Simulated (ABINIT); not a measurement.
A run of ABINIT 10.8.3 (patched build) is set up as follows.

Contents of run.abi:

```
# Datasets: one volume each
ndtset 7
getwfk -1
scalecart1 3*0.9795861087
scalecart2 3*0.9864848297
scalecart3 3*0.9932883884
scalecart4 3*1.0000000000
scalecart5 3*1.0066227096
scalecart6 3*1.0131594038
scalecart7 3*1.0196128224

# Pseudopotentials
pp_dirpath "./"
pseudos "Ge.GGA_PBE-JTH.xml"

# Structure
acell 3*1.0
rprim
     0.0000000000     5.3458651312     5.3458651312
     5.3458651312     0.0000000000     5.3458651312
     5.3458651312     5.3458651312     0.0000000000
ntypat 1
znucl 32
natom 2
typat 1 1
xred
     0.7500000000     0.7500000000     0.7500000000
     0.5000000000     0.5000000000     0.5000000000

# Plane-wave basis
ecut 22.0
pawecutdg 44.0
pawxcdev 0

# k points
kptopt 1
ngkpt 8 8 8
nshiftk 1
shiftk 0.0 0.0 0.0

# Exchange and correlation
ixc -116133

# Bands and occupations
nband 18
occopt 3
tsmear 0.05 eV

# SCF cycle
nstep 100
tolvrs 1.0e-9

# Output
iomode 3
prtwf 1
prtden 0
prteig 0
prtebands 0
```

Potentials or basis: JTH PAW PBE v2.0.

Command:

```console
$ abinit run.abi > log 2>&1
```

(1) Predict the equilibrium volume.

(2) Estimate the pressure derivative of the bulk modulus.

(3) Estimate the bulk modulus.

Answers

(1) 22.90 Å³/atom.

(2) 4.7.

(3) 66 GPa.

Caveat: pressures at fixed basis lie under the slope of the energies; the PAW data sets were made with another functional, which shifts forces and pressure a little; the atomic spheres overlap.

**What was measured.**

“Sub-monolayer structures of Ag overlayers on Ge(111): experimental observations and first-principles study”, 2019, arxiv:1908.00180 quotes, for a bulk crystal of Ge: bulk modulus 75.8 GPa.

Measured bulk modulus of Ge: 75.8 GPa (quoted in “Sub-monolayer structures of Ag overlayers on Ge(111): experimental observations and first-principles study”, 2019, arxiv:1908.00180). This calculation gives 66 GPa (-12.8 %). The fit is for a static lattice scaled at fixed shape and fixed fractional positions. The cell as given is a measured one (22.64 Å³/atom); PBEsol puts the equilibrium volume +1.1 % from it, thermal expansion not counted.
